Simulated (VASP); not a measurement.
# SnTe (Fm-3m) in VASP: further runs, part 2 of 2

VASP 6.6.1. The steps go on from the part before.

## (4) Relaxation of cell and atoms, PBE

Input file INCAR:

```
ALGO = Normal
EDIFF = 1E-6
EDIFFG = -0.01
ENCUT = 600
GGA = PE
IBRION = 2
ISIF = 3
ISMEAR = 0
LASPH = True
LCHARG = False
LREAL = False
LWAVE = False
NELM = 80
NSW = 90
PREC = Accurate
SIGMA = 0.03
```

Input file KPOINTS:

```
k-points
0
Gamma
  10 10 10
```

Input file POSCAR:

```
SnTe
1.0
    0.0000000000      3.1508500000      3.1508500000
    3.1508500000      0.0000000000      3.1508500000
    3.1508500000      3.1508500000      0.0000000000
Sn Te
1 1
Direct
    0.0000000000      0.0000000000      0.0000000000
    0.5000000000      0.5000000000      0.5000000000
```

Potentials or basis: VASP PAW PBE potentials, release 64 (Sn_d, Te).

Started as:

```console
$ cat potpaw_PBE.64/Sn_d/POTCAR potpaw_PBE.64/Te/POTCAR > POTCAR
$ mpirun -np 1 vasp_std > vasp.out
```

OUTCAR:

```text
EDIFF = 1E-6
   EDIFFG = -0.01
   ENCUT = 600
   GGA = PE
   IBRION = 2
   ISIF = 3
   ISMEAR = 0
   LASPH = True
   LREAL = False
   NELM = 80
   NSW = 90
   PREC = Accurate

 ion  position               nearest neighbor table
   1  0.000  0.000  0.000-   2 3.15   2 3.15   2 3.15   2 3.15   2 3.15   2 3.15
   2  0.500  0.500  0.500-   1 3.15   1 3.15   1 3.15   1 3.15   1 3.15   1 3.15

  LATTYP: Found a face centered cubic cell.
 ALAT       =     6.3017000000

  Lattice vectors:

 A1 = (   0.0000000000,   3.1508500000,   3.1508500000)
 A2 = (   3.1508500000,   0.0000000000,   3.1508500000)
 A3 = (   3.1508500000,   3.1508500000,   0.0000000000)

Analysis of symmetry for initial positions (statically):
=====================================================================
 Subroutine PRICEL returns:
 Original cell was already a primitive cell.

 Routine SETGRP: Setting up the symmetry group for a
 face centered cubic supercell.

 Subroutine GETGRP returns: Found 48 space group operations
 (whereof 48 operations were pure point group operations)
 out of a pool of 48 trial point group operations.

The static configuration has the point symmetry O_h .

Analysis of symmetry for dynamics (positions and initial velocities):
=====================================================================
 Subroutine PRICEL returns:
 Original cell was already a primitive cell.

 Routine SETGRP: Setting up the symmetry group for a
[... 232 lines left out ...]
  ext. energy  EPLUGINS =         0.00000000
  ---------------------------------------------------
  free energy    TOTEN  =        -7.56475839 eV

  energy without entropy =       -7.56469469  energy(sigma->0) =       -7.56472654

 E-fermi :   6.3495     XC(G=0):  -9.2646

 val. band max:        6.3234219291   @ k =   0.5000   0.0000   0.0000
 cond. band min:       6.3755271943   @ k =   0.5000   0.0000   0.0000
 fundamental gap:      0.0521052651
 Fermi energy:         6.3494745617

 k-point     1 :       0.0000    0.0000    0.0000
  band No.  band energies     occupation
      1     -15.5566      2.00000
      2     -15.5566      2.00000
      3     -15.5536      2.00000
      4     -15.5536      2.00000
      5     -15.5536      2.00000
      6      -6.1025      2.00000
      7       1.4578      2.00000
      8       4.3250      2.00000
      9       4.3250      2.00000
     10       4.3250      2.00000
     11       9.5697      0.00000
     12       9.5697      0.00000
     13       9.5697      0.00000
     14      11.1735      0.00000
[... 377 lines left out ...]
      1     -15.5661      2.00000
      2     -15.5554      2.00000
      3     -15.5542      2.00000
      4     -15.5471      2.00000
      5     -15.5468      2.00000
      6      -5.0291      2.00000
      7      -0.4585      2.00000
      8       2.6027      2.00000
      9       3.1565      2.00000
     10       3.3225      2.00000
     11       9.2048      0.00000
     12      10.0008      0.00000
     13      10.1354      0.00000
     14      10.4318      0.00000

 [... further k-points ...]

------------------------ aborting loop because EDIFF is reached ----------------------------------------

  FORCE on cell =-STRESS in cart. coord.  units (eV):
  Direction    XX          YY          ZZ          XY          YZ          ZX
  --------------------------------------------------------------------------------------
  -------------------------------------------------------------------------------------
  Total       -0.0042807     -0.0042807     -0.0042807      0.0000000      0.0000000      0.0000000
  in kB       -0.1041459     -0.1041459     -0.1041459      0.0000000      0.0000000      0.0000000
  external PRESSURE =      -0.1041459 kB  Pullay stress =       0.0000000 kB
[... 17 lines left out ...]
  FREE ENERGIE OF THE ION-ELECTRON SYSTEM (eV)
  ---------------------------------------------------
  free  energy   TOTEN  =        -7.5647583892 eV

  energy  without entropy=       -7.5646946934  energy(sigma->0) =       -7.56472654

 reached required accuracy - stopping structural energy minimisation
```

OSZICAR:

```text
N       E                     dE             d eps       ncg     rms          rms(c)
DAV:   1     0.129444452295E+03    0.12944E+03   -0.10426E+04  1322   0.180E+03
DAV:   2     0.362238000377E+01   -0.12582E+03   -0.12326E+03  1352   0.393E+02
DAV:   3    -0.728766160040E+01   -0.10910E+02   -0.10833E+02  1718   0.101E+02
DAV:   4    -0.758057515546E+01   -0.29291E+00   -0.29278E+00  1498   0.183E+01
[... 20 lines left out ...]
DAV:   2    -0.756892620567E+01    0.16638E-01   -0.28485E-02  1598   0.284E+00    0.352E-01
DAV:   3    -0.756490554335E+01    0.40207E-02   -0.12330E-02  1624   0.170E+00    0.738E-02
DAV:   4    -0.756480795817E+01    0.97585E-04   -0.31779E-04  1386   0.189E-01    0.646E-02
DAV:   5    -0.756475890184E+01    0.49056E-04   -0.54194E-05  1930   0.609E-02    0.161E-02
DAV:   6    -0.756475838920E+01    0.51264E-06   -0.41744E-06  1208   0.351E-02
   3 F= -.75647584E+01 E0= -.75647265E+01  d E =-.221593E-01
```

CONTCAR:

```text
SnTe
   1.00000000000000
     0.0000000000000000    3.2051809015954440    3.2051809015954440
     3.2051809015954440    0.0000000000000000    3.2051809015954440
     3.2051809015954440    3.2051809015954440    0.0000000000000000
  Sn              Te
     1     1
Direct
     0.0000000000000000    0.0000000000000000    0.0000000000000000
     0.5000000000000000    0.5000000000000000    0.5000000000000000

  0.00000000E+00  0.00000000E+00  0.00000000E+00
  0.00000000E+00  0.00000000E+00  0.00000000E+00
```

Wall time 1.9 min (1 thread of Intel Xeon Platinum 8375C at 2.90GHz (Ice Lake), shared host); peak memory 0.25 GiB.

What came out:

```yaml
Free_energy: -7.5648 eV
Relaxed_volume: 32.93 Å³/atom
Relaxed_cell: a = 4.533 Å, b = 4.533 Å, c = 4.533 Å, α = 60.00°, β = 60.00°, γ = 60.00°
Space_group_after_relaxing_to_0.05_Å: Fm-3m (No. 225)
Energy_gained_by_relaxing: 11.1 meV/atom
Ionic_steps: 3
Pressure_after_relaxing: 0.0 GPa
Band_gap_on_the_k_mesh: 0.05 eV, direct
```

The path:
| step | energy change (eV) | largest force (eV/Å) | pressure (GPa) | volume (Å³) |
| --- | --- | --- | --- | --- |
| 1 | 0.0000 | 0.0000 | 2.24 | 62.56 |
| 2 | -0.0211 | 0.0000 | -0.43 | 66.60 |
| 3 | -0.0222 | 0.0000 | -0.01 | 65.85 |

Final structure:
```
Sn Te
1.0
     0.00000    3.20518    3.20518
     3.20518    0.00000    3.20518
     3.20518    3.20518    0.00000
Sn Te
1 1
Direct
  0.00000 0.00000 0.00000
  0.50000 0.50000 0.50000
```

Caveat: spin-orbit coupling is left out, which moves the levels of the heavy elements.
